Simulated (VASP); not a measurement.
# Settings for Ru: equation of state

Ru, P6_3/mmc (no. 194), 2 atoms in the cell. RevPBE; PAW potentials Ru_pv (PBE set). VASP 6.6.1.

Wanted: equilibrium volume within 0.05 %; bulk modulus within 0.4 %.

What the run is for: equation of state; Accuracy asked: tight.

The series start from Plane-wave cutoff (eV): 310; Smearing width (eV): 0.07; k-point mesh: 15 × 15 × 9; Volumes: 5 from 0.92 to 1.08; Precision mode (PREC): Accurate; Electronic threshold (eV): 1e-6; Aspherical gradient terms in the spheres (LASPH): yes; Start of each volume: each volume from scratch. Each series keeps the choices made before it, and each single choice may use up half of a tolerance. Times cover all steps of a run.

## Plane-wave cutoff (eV)

| Plane-wave cutoff (eV) | Equilibrium volume (Å³/atom) | Bulk modulus (GPa) | Time (s) |
|---|---|---|---|
| 190 | 13.69 | 276 | 34 |
| 240 | 13.9 | 300.9 | 50 |
| 280 | 13.9 | 301.8 | 47 |
| 310 | 13.89 | 300.7 | 48 |
| 360 | 13.91 | 300.2 | 69 |
| 420 | 13.9 | 301.2 | 69 |
| 500 | 13.9 | 301.1 | 88 |
| 620 (reference) | 13.91 | 301.2 | 130 |

Chosen: 420, the loosest value from which every tighter one stays within half of the tolerance.

## Smearing width (eV)

| Smearing width (eV) | Equilibrium volume (Å³/atom) | Bulk modulus (GPa) | Time (s) |
|---|---|---|---|
| 0.3 | 13.9 | 301.2 | 96 |
| 0.2 | 13.9 | 301.3 | 99 |
| 0.15 | 13.9 | 301.3 | 93 |
| 0.1 | 13.91 | 301.2 | 98 |
| 0.07 | 13.9 | 301.2 | 69 |
| 0.04 (reference) | 13.9 | 301.2 | 93 |

Chosen: 0.3.

## k-point mesh

| k-point mesh | Equilibrium volume (Å³/atom) | Bulk modulus (GPa) | Time (s) |
|---|---|---|---|
| 5 × 5 × 3 | 13.88 | 296.3 | 26 |
| 6 × 6 × 4 | 13.95 | 298.1 | 31 |
| 8 × 8 × 5 | 13.89 | 301.6 | 37 |
| 10 × 10 × 6 | 13.91 | 300.3 | 54 |
| 13 × 13 × 7 | 13.91 | 300.6 | 69 |
| 15 × 15 × 9 | 13.9 | 301.2 | 96 |
| 18 × 18 × 10 (reference) | 13.91 | 300.9 | 134 |

Chosen: 15 × 15 × 9.

## Volumes

| Volumes | Equilibrium volume (Å³/atom) | Bulk modulus (GPa) | Time (s) |
|---|---|---|---|
| 5 from 0.88 to 1.12 | 13.9 | 300.8 | 92 |
| 5 from 0.92 to 1.08 | 13.9 | 301.2 | 96 |
| 7 from 0.91 to 1.09 (reference) | 13.9 | 301.1 | 134 |

Chosen: 5 from 0.88 to 1.12.

## Precision mode (PREC)

| Precision mode (PREC) | Equilibrium volume (Å³/atom) | Bulk modulus (GPa) | Time (s) |
|---|---|---|---|
| SingleN | 13.9 | 300 | 58 |
| Normal | 13.9 | 300.9 | 52 |
| Accurate (reference) | 13.9 | 300.8 | 92 |

Chosen: Normal.

## Electronic threshold (eV)

| Electronic threshold (eV) | Equilibrium volume (Å³/atom) | Bulk modulus (GPa) | Time (s) |
|---|---|---|---|
| 0.001 | 13.9 | 300.9 | 45 |
| 0.0001 | 13.9 | 300.9 | 48 |
| 1e-5 | 13.9 | 300.9 | 50 |
| 1e-6 | 13.9 | 300.9 | 52 |
| 1e-7 (reference) | 13.9 | 300.9 | 61 |

Chosen: 0.001.

## Aspherical gradient terms in the spheres (LASPH)

| Aspherical gradient terms in the spheres (LASPH) | Equilibrium volume (Å³/atom) | Bulk modulus (GPa) | Time (s) |
|---|---|---|---|
| no | 13.9 | 300.9 | 40 |
| yes (reference) | 13.9 | 300.9 | 45 |

Chosen: no.

## Start of each volume

| Start of each volume | Equilibrium volume (Å³/atom) | Bulk modulus (GPa) | Time (s) |
|---|---|---|---|
| each volume from scratch | 13.9 | 300.9 | 40 |
| orbitals of the volume before (WAVECAR) | 13.9 | 300.9 | 28 |

Chosen: orbitals of the volume before (WAVECAR); it saves 11.1 s of 40, so each volume from scratch would do nearly as well.

## All choices together

| Input | Equilibrium volume (Å³/atom) | Bulk modulus (GPa) | Time (s) |
|---|---|---|---|
| the program's defaults (naive) | 13.98 | 251 | 7.5 |
| chosen settings | 13.9 | 300.9 | 28 |
| reference settings throughout | 13.91 | 300.7 | 261 |

The tolerance is met.

## The input

INCAR:
```
GGA      = RE             # functional
ISMEAR   = 0              # smearing method
SIGMA    = 0.3            # smearing width, eV
LWAVE    = True           # write WAVECAR
LCHARG   = False          # write CHGCAR
ISIF     = 2              # what is computed and relaxed
NSW      = 0              # ionic steps
PREC     = Normal         # precision mode
LASPH    = False          # aspherical terms in the spheres
LREAL    = False          # projectors in reciprocal space
ALGO     = Normal         # electronic algorithm
EDIFF    = 0.001          # SCF threshold, eV
NELM     = 120            # most SCF steps
GGA_COMPAT= False        
ENCUT    = 420            # plane-wave cutoff, eV
KPAR     = 4             
```

KPOINTS:
```
Automatic mesh
0
Gamma
  15 15 9
  0 0 0
```

POSCAR.step1:
```
Ru
1.0
    2.5929247698      0.0000000000      0.0000000000
   -1.2964623849      2.2455387208      0.0000000000
    0.0000000000      0.0000000000      4.1032761372
Ru
2
Direct
    0.6666666667      0.3333333333      0.7500000000
    0.3333333333      0.6666666667      0.2500000000
```

POSCAR.step2:
```
Ru
1.0
    2.6505640930      0.0000000000      0.0000000000
   -1.3252820465      2.2954558389      0.0000000000
    0.0000000000      0.0000000000      4.1944897589
Ru
2
Direct
    0.6666666667      0.3333333333      0.7500000000
    0.3333333333      0.6666666667      0.2500000000
```

POSCAR.step3:
```
Ru
1.0
    2.7058000000      0.0000000000      0.0000000000
   -1.3529000000      2.3432915376      0.0000000000
    0.0000000000      0.0000000000      4.2819000000
Ru
2
Direct
    0.6666666667      0.3333333333      0.7500000000
    0.3333333333      0.6666666667      0.2500000000
```

POSCAR.step4:
```
Ru
1.0
    2.7588683749      0.0000000000      0.0000000000
   -1.3794341875      2.3892500984      0.0000000000
    0.0000000000      0.0000000000      4.3658801443
Ru
2
Direct
    0.6666666667      0.3333333333      0.7500000000
    0.3333333333      0.6666666667      0.2500000000
```

POSCAR.step5:
```
Ru
1.0
    2.8099701082      0.0000000000      0.0000000000
   -1.4049850541      2.4335054976      0.0000000000
    0.0000000000      0.0000000000      4.4467480989
Ru
2
Direct
    0.6666666667      0.3333333333      0.7500000000
    0.3333333333      0.6666666667      0.2500000000
```

Commands (each step's output is kept before the next begins):
```
cat potpaw_PBE.64/Ru_pv/POTCAR > POTCAR
cp POSCAR.step1 POSCAR
mpirun -np 4 vasp_std > vasp.out
cp POSCAR.step2 POSCAR
mpirun -np 4 vasp_std > vasp.out
cp POSCAR.step3 POSCAR
mpirun -np 4 vasp_std > vasp.out
cp POSCAR.step4 POSCAR
mpirun -np 4 vasp_std > vasp.out
cp POSCAR.step5 POSCAR
mpirun -np 4 vasp_std > vasp.out
```

Limits: Every volume keeps the cell's shape and the atoms' fractional positions, so the modulus is that of a clamped cell, stiffer than the relaxed one, above all in layered crystals.

The chosen input took VASP 6.6.1 28 s on 4 cores (Intel Xeon Platinum 8259CL @ 2.50GHz (Skylake/Cascade Lake)), a shared host.

## An input that fails: cutoff far too low

It runs to its end, but against the unchanged starting input it is off by 3.9 % in the equilibrium volume, 299 % in the bulk modulus.

Changes against the starting input:
```
(all steps)
- PREC = Accurate
- NELM = 120
- ENCUT = 310
+ PREC = Low
+ NELM = 97
+ ENCUT = 140
```
